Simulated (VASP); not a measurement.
# TaN (I4/mmm) in VASP: a series of runs

One crystal, TaN, is run at these levels: PBEsol; tasks: single point.

All numbers are computed with VASP 6.6.1; they aren't measurements. Logs are shortened: lines on timing, memory, paths and dates and some standing lists are left out, and cuts for length are marked.

### 1 The cell of the first run

It takes space group I4/mmm (No. 139, tetragonal). Conventional cell: a = 3.328 Å, b = 3.328 Å, c = 4.009 Å, α = 90.00°, β = 90.00°, γ = 90.00°. Ta (site symmetry 4/mmm) has 2 N at 2.00 Å as nearest neighbours. N (site symmetry 4/mmm) is surrounded by 2 Ta at 2.00 Å.

### 2 Single point, PBEsol (strain +0.080 along x and y, -0.080 along z, atoms carried along)

INCAR reads:

```
  PREC = Accurate
  ENCUT = 520
  EDIFF = 1E-6
  ISMEAR = 0
  SIGMA = 0.15
  LREAL = False
  LASPH = True
  NELM = 100
  ALGO = Fast
  ISIF = 2
  LWAVE = False
  LCHARG = False
  GGA = PS
  NBANDS = 15
```

KPOINTS reads:

```
Automatic mesh
0
Gamma
  18 18 18
```

POSCAR reads:

```
TaN
1.0
    0.0000000000      2.3533200000      2.0046800000
    2.3533200000      0.0000000000      2.0046800000
    2.3533200000      2.3533200000      0.0000000000
Ta N
1 1
Direct
    0.5000000000      0.5000000000      0.5000000000
    0.0000000000      0.0000000000      0.0000000000
```

Potentials or basis: VASP PAW PBE potentials, release 64 (Ta_pv, N).

Started as:

```console
cat potpaw_PBE.64/Ta_pv/POTCAR potpaw_PBE.64/N/POTCAR > POTCAR
mpirun -np 1 vasp_std > vasp.out
```

OUTCAR:

```text
PREC = Accurate
   ENCUT = 520
   EDIFF = 1E-6
   ISMEAR = 0
   LREAL = False
   LASPH = True
   NELM = 100
   ISIF = 2
   GGA = PS

 ion  position               nearest neighbor table
   1  0.500  0.500  0.500-   2 2.00   2 2.00   2 2.35   2 2.35   2 2.35   2 2.35
   2  0.000  0.000  0.000-   1 2.00   1 2.00   1 2.35   1 2.35   1 2.35   1 2.35

  LATTYP: Found a body centered tetragonal cell.
 ALAT       =     3.3280970606
 C/A-ratio  =     1.2047004420

  Lattice vectors:

 A1 = (   0.0000000000,  -2.3533200000,  -2.0046800000)
 A2 = (   0.0000000000,   2.3533200000,  -2.0046800000)
 A3 = (   2.3533200000,   0.0000000000,   2.0046800000)

Analysis of symmetry for initial positions (statically):
=====================================================================
 Subroutine PRICEL returns:
 Original cell was already a primitive cell.

 Routine SETGRP: Setting up the symmetry group for a
 body centered tetragonal supercell.

 Subroutine GETGRP returns: Found 16 space group operations
 (whereof 16 operations were pure point group operations)
 out of a pool of 16 trial point group operations.

The static configuration has the point symmetry D_4h.

Analysis of symmetry for dynamics (positions and initial velocities):
=====================================================================
 Subroutine PRICEL returns:
 Original cell was already a primitive cell.

 Routine SETGRP: Setting up the symmetry group for a
 body centered tetragonal supercell.

 Subroutine GETGRP returns: Found 16 space group operations
 (whereof 16 operations were pure point group operations)
 out of a pool of 16 trial point group operations.

The dynamic configuration has the point symmetry D_4h.

 Subroutine INISYM returns: Found 16 space group operations
 (whereof 16 operations are pure point group operations),
 and found     1 'primitive' translations

----------------------------------------------------------------------------------------

                                     Primitive cell

  volume of cell :      22.2043

  direct lattice vectors                    reciprocal lattice vectors
     0.000000000  2.353320000  2.004680000    -0.212465793  0.212465793  0.249416366
     2.353320000  0.000000000  2.004680000     0.212465793 -0.212465793  0.249416366
     2.353320000  2.353320000  0.000000000     0.212465793  0.212465793 -0.249416366

  length of vectors
     3.091416653  3.091416653  3.328097061     0.390502177  0.390502177  0.390502177

  position of ions in fractional coordinates (direct lattice)
     0.500000000  0.500000000  0.500000000
     0.000000000  0.000000000  0.000000000

  ion indices of the primitive-cell ions
   primitive index   ion index
                 1           1
                 2           2

----------------------------------------------------------------------------------------

 KPOINTS: Automatic mesh

Automatic generation of k-mesh.
 Grid dimensions read from file:
 generate k-points for:   18   18   18

 Generating k-lattice:

  Cartesian coordinates                     Fractional coordinates (reciprocal lattice)
    -0.011803655  0.011803655  0.013856465     0.055555556 -0.000000000  0.000000000
     0.011803655 -0.011803655  0.013856465    -0.000000000  0.055555556  0.000000000
     0.011803655  0.011803655 -0.013856465     0.000000000  0.000000000  0.055555556

  Length of vectors
     0.021694565  0.021694565  0.021694565

  Shift w.r.t. Gamma in fractional coordinates (k-lattice)
     0.000000000  0.000000000  0.000000000

 Subroutine IBZKPT returns following result:
 ===========================================

 Found    480 irreducible k-points:

 Following reciprocal coordinates:
            Coordinates               Weight
  0.000000  0.000000  0.000000      1.000000
  0.055556 -0.000000  0.000000      8.000000
  0.111111 -0.000000  0.000000      8.000000
  0.166667 -0.000000  0.000000      8.000000
  0.222222 -0.000000  0.000000      8.000000
  0.277778 -0.000000  0.000000      8.000000
[... 16 lines left out ...]
 -0.277778  0.055556  0.000000      8.000000
 -0.222222  0.055556  0.000000      8.000000
 [... further k-points ...]
   k-points           NKPTS =    480   k-points in BZ     NKDIM =    480   number of bands    NBANDS=     15
   number of dos      NEDOS =    301   number of ions     NIONS =      2
   total plane-waves  NPLWV =  16128
   dimension x,y,z NGX =    24 NGY =   24 NGZ =   28
   dimension x,y,z NGXF=    48 NGYF=   48 NGZF=   56
   ions per type =               1   1
   NGX,Y,Z   is equivalent  to a cutoff of  12.91, 12.91, 13.99 a.u.
   NGXF,Y,Z  is equivalent  to a cutoff of  25.81, 25.81, 27.97 a.u.
 SYSTEM =  unknown system
   PREC   = accura    normal or accurate (medium, high low for compatibility)
   ISTART =      0    job   : 0-new  1-cont  2-samecut
   ICHARG =      2    charge: 1-file 2-atom 10-const
   ISPIN  =      1    spin polarized calculation?
   LNONCOLLINEAR =      F non collinear calculations
   LSORBIT =      F    spin-orbit coupling
   LASPH  =      T    aspherical Exc in radial PAW
   ENCUT  =  520.0 eV  38.22 Ry    6.18 a.u.   5.75  5.75  6.19*2*pi/ulx,y,z
   NELM   =    100;   NELMIN=  2; NELMDL= -5     # of ELM steps
   EDIFF  = 0.1E-05   stopping-criterion for ELM
   LREAL  =      F    real-space projection
   EDIFFG = 0.1E-04   stopping-criterion for IOM
   NSW    =      0    number of steps for IOM
   IBRION =     -1    ionic relax: 0-MD 1-quasi-New 2-CG
   NFREE  =      0    steps in history (QN), initial steepest desc. (CG)
   ISIF   =      2    stress and relaxation
   ISYM   =      2    0-nonsym 1-usesym 2-fastsym
   POTIM  = 0.5000    time-step for ionic-motion
   TEBEG  =    0.0;   TEEND  =   0.0 temperature during run
   PSTRESS=    0.0 pullay stress
   NELECT =      16.0000    total number of electrons
   NUPDOWN=      -1.0000    fix difference up-down
   EMIN   =  10.00;   EMAX   =-10.00  energy-range for DOS
   EFERMI =   0.00;   METHOD = LEGACY
   ISMEAR =     0;   SIGMA  =   0.15  broadening in eV -4-tet -1-fermi 0-gaus
   EFERMI_NEDOS =   21; number of points for ismear=-14 and -15
   IALGO  =     68    algorithm
   IMIX   =      4    mixing-type and parameters
     AMIX     =   0.40;   BMIX     =  1.00
     AMIX_MAG =   1.60;   BMIX_MAG =  1.00
  volume/ion in A,a.u.               =      11.10        74.92
  Fermi-wavevector in a.u.,A,eV,Ry     =   1.467695  2.773541 29.308699  2.154129
  Thomas-Fermi vector in A             =   2.583282
   LORBIT       =      0    0 simple, 1 ext, 2 COOP (PROOUT), +10 PAW based schemes
   GGA     = PS    functional components
   LHFCALC =     F    Hartree Fock is set to
   AEXX    =    0.0000 exact exchange contribution
   IVDW    =     0    specifies the selected vdW correction
   LEPSILON=     F    determine dielectric tensor
   LRPA    =     F    only Hartree local field effects (RPA)
 non-spin polarized calculation
 RMM-DIIS sequential band-by-band and
 Gauss-broadening in eV      SIGMA  =   0.15
  energy-cutoff  :      520.00
  volume of cell :       22.20
 maximum number of plane-waves:       615
   NGX = 11   NGY = 11   NGZ = 13

 number of electron      16.0000001 magnetization

 Free energy of the ion-electron system (eV)
  ---------------------------------------------------
  ext. energy  EPLUGINS =         0.00000000
  ---------------------------------------------------
  free energy    TOTEN  =       -22.51008894 eV

  energy without entropy =      -22.49937695  energy(sigma->0) =      -22.50473294

 E-fermi :   8.7796     XC(G=0): -13.3095

 val. band max:        8.7738968110   @ k =  -0.3889   0.3333   0.2778
 cond. band min:       8.7797376255   @ k =  -0.3333   0.1667   0.0556
 fundamental gap:      0.0058408145
 Fermi energy:         8.7796295698

 k-point     1 :       0.0000    0.0000    0.0000
  band No.  band energies     occupation
      1     -26.8186      2.00000
      2     -26.8042      2.00000
      3     -26.8042      2.00000
      4      -9.6881      2.00000
      5       4.9485      2.00000
      6       4.9485      2.00000
      7       5.8156      2.00000
      8       6.4709      2.00000
      9       6.4709      2.00000
     10       7.0886      2.00000
     11       7.8542      2.00000
     12       8.1989      2.00000
     13      13.5720      0.00000
     14      18.5552      0.00000
     15      21.3157      0.00000

 k-point     2 :       0.0556   -0.0000    0.0000
  band No.  band energies     occupation
      1     -26.8379      2.00000
      2     -26.8097      2.00000
      3     -26.8091      2.00000
      4      -9.6130      2.00000
      5       4.5036      2.00000
      6       4.6329      2.00000
      7       5.4736      2.00000
      8       6.6784      2.00000
      9       6.7250      2.00000
     10       7.4815      2.00000
     11       8.1316      2.00000
     12       8.2405      2.00000
     13      13.8149      0.00000
     14      18.7752      0.00000
     15      21.3155      0.00000

 k-point     3 :       0.1111   -0.0000    0.0000
  band No.  band energies     occupation
      1     -26.9074      2.00000
      2     -26.8229      2.00000
      3     -26.8106      2.00000
      4      -9.3936      2.00000
      5       3.6595      2.00000
      6       4.0143      2.00000
      7       4.7900      2.00000
      8       7.0865      2.00000
      9       7.1011      2.00000
     10       8.0917      2.00000
     11       8.5734      1.94815
     12       8.8428      0.55154
     13      14.4645      0.00000
     14      19.3818      0.00000
     15      21.3148      0.00000
[... 343 lines left out ...]
 k-point    23 :      -0.2778    0.0556    0.0000
  band No.  band energies     occupation
      1     -27.2825      2.00000
      2     -26.8992      2.00000
      3     -26.8376      2.00000
      4      -8.1355      2.00000
      5       0.7185      2.00000
      6       2.1724      2.00000
      7       2.9907      2.00000
      8       8.3370      1.99997
      9       8.7913      0.91228
     10       9.6606      0.00000
     11      12.0288      0.00000
     12      12.4484      0.00000
     13      16.1275      0.00000
     14      20.2061      0.00000
     15      21.3328      0.00000

 k-point    24 :      -0.2222    0.0556    0.0000
  band No.  band energies     occupation
      1     -27.1520      2.00000
      2     -26.8715      2.00000
      3     -26.8396      2.00000
      4      -8.6155      2.00000
      5       1.4856      2.00000
      6       2.6319      2.00000
      7       3.6729      2.00000
      8       7.8051      2.00000
      9       8.0061      2.00000
     10       9.3150      0.00000
     11      11.1261      0.00000
     12      11.4931      0.00000
     13      15.4521      0.00000
     14      20.7257      0.00000
     15      23.6220      0.00000

 [... further k-points ...]

------------------------ aborting loop because EDIFF is reached ----------------------------------------

  FORCE on cell =-STRESS in cart. coord.  units (eV):
  Direction    XX          YY          ZZ          XY          YZ          ZX
  --------------------------------------------------------------------------------------
  -------------------------------------------------------------------------------------
  Total       -3.6879075     -3.6879075      9.1634156      0.0000000      0.0000000      0.0000000
  in kB     -266.1053293   -266.1053293    661.1971021      0.0000000      0.0000000      0.0000000
  external PRESSURE =      42.9954812 kB  Pullay stress =       0.0000000 kB

 VOLUME and BASIS-vectors are now :
 -----------------------------------------------------------------------------
  energy-cutoff  :      520.00
  volume of cell :       22.20
      direct lattice vectors                 reciprocal lattice vectors
     0.000000000  2.353320000  2.004680000    -0.212465793  0.212465793  0.249416366
     2.353320000  0.000000000  2.004680000     0.212465793 -0.212465793  0.249416366
     2.353320000  2.353320000  0.000000000     0.212465793  0.212465793 -0.249416366

 POSITION                                       TOTAL-FORCE (eV/Angst)
 -----------------------------------------------------------------------------------
      2.35332      2.35332      2.00468         0.000000      0.000000      0.000000
      0.00000      0.00000      0.00000         0.000000      0.000000      0.000000
 -----------------------------------------------------------------------------------
    total drift:                                0.000000     -0.000000      0.000000

  FREE ENERGIE OF THE ION-ELECTRON SYSTEM (eV)
  ---------------------------------------------------
  free  energy   TOTEN  =       -22.5100889403 eV

  energy  without entropy=      -22.4993769465  energy(sigma->0) =      -22.50473294
```

It took 87 s on 1 thread of Intel Xeon Platinum 8488C (Sapphire Rapids), shared host; peak memory 0.28 GiB.

Results:

```yaml
Free_energy: -22.5101 eV
Pressure: 4.3 GPa
Band_gap_on_the_k_mesh: none (metal or under the smearing width)
```

Stress tensor (GPa, compression positive):
```
-26.61   0.00   0.00
  0.00 -26.61   0.00
  0.00   0.00  66.12
```

Levels at points of the mesh, in eV from the Fermi level:
```tsv
k point	band 6	band 7	band 8	band 9	band 10	band 11
(0.00, 0.00, 0.00)	-3.83	-2.96	-2.31	-2.31	-1.69	-0.93
(0.50, 0.00, 0.00)	-7.52	-7.43	1.17	2.82	2.91	3.54
(0.50, 0.50, 0.00)	-5.09	-4.95	-4.95	2.35	3.30	3.30
(0.50, 0.00, 0.50)	-4.82	-4.41	-3.63	0.80	2.54	3.95
```

Caveat: the PAW data sets were made with another functional, which shifts forces and pressure a little. Spin-orbit coupling is left out, which matters for the levels of Ta.

### 3 Single point, PBEsol (strain -0.080 along x and y, +0.080 along z, atoms carried along)

INCAR reads:

```
SYSTEM = TaN
PREC = Accurate ; ENCUT = 520
EDIFF = 1E-7 ; ISMEAR = 0
SIGMA = 0.15 ; LREAL = .False.
LASPH = .True. ; NELM = 100
ALGO = Fast ; ISIF = 2
LWAVE = .False. ; LCHARG = .False.
GGA = PS ; NBANDS = 15
```

KPOINTS reads:

```
regular mesh
0
Gamma
  18 18 18
  0 0 0
```

POSCAR reads:

```
TaN
1.0
    0.0000000000      2.0046800000      2.3533200000
    2.0046800000      0.0000000000      2.3533200000
    2.0046800000      2.0046800000      0.0000000000
Ta N
1 1
Direct
    0.5000000000      0.5000000000      0.5000000000
    0.0000000000      0.0000000000      0.0000000000
```

Potentials or basis: VASP PAW PBE potentials, release 64 (Ta_pv, N).

Started as:

```console
cat potpaw_PBE.64/Ta_pv/POTCAR potpaw_PBE.64/N/POTCAR > POTCAR
mpirun -np 1 vasp_std > vasp.out
```

It took 70 s on 1 thread of Intel Xeon Platinum 8488C (Sapphire Rapids), shared host; peak memory 0.25 GiB.

The run converged. Its results:

```
Free energy            : -22.1558 eV
Pressure               : 74.4 GPa
Band gap on the k mesh : none (metal or under the smearing width)
```

Stress tensor (GPa, compression positive):
```
110.11   0.00   0.00
  0.00 110.11   0.00
  0.00   0.00   3.10
```

Levels at points of the mesh, in eV from the Fermi level:
```
           k point  band 4  band 5  band 6  band 7  band 8  band 9  band 10  band 11  band 12  band 13
(0.00, 0.00, 0.00)  -19.75   -4.55   -3.78   -3.69   -3.69   -2.67    -1.37    -1.37     1.44     4.99
(0.50, 0.00, 0.00)  -15.56  -11.31   -8.74   -8.56    2.24    2.83     3.41     4.01     5.96    11.50
(0.50, 0.50, 0.00)  -18.67   -7.74   -6.12   -4.15   -4.15    2.70     4.22     4.22     5.43     8.82
(0.50, 0.00, 0.50)  -18.59   -6.14   -5.86   -5.32   -4.42    1.71     2.71     5.80     7.70     9.11
```

Caveat: the cell as given lies far from equilibrium; so large a pressure means that the cell lies far from this level's equilibrium, or that cutoff or potentials fall short; the potentials were made for another functional, which shifts forces and pressure.

(Part 1 of 2 ends here.)
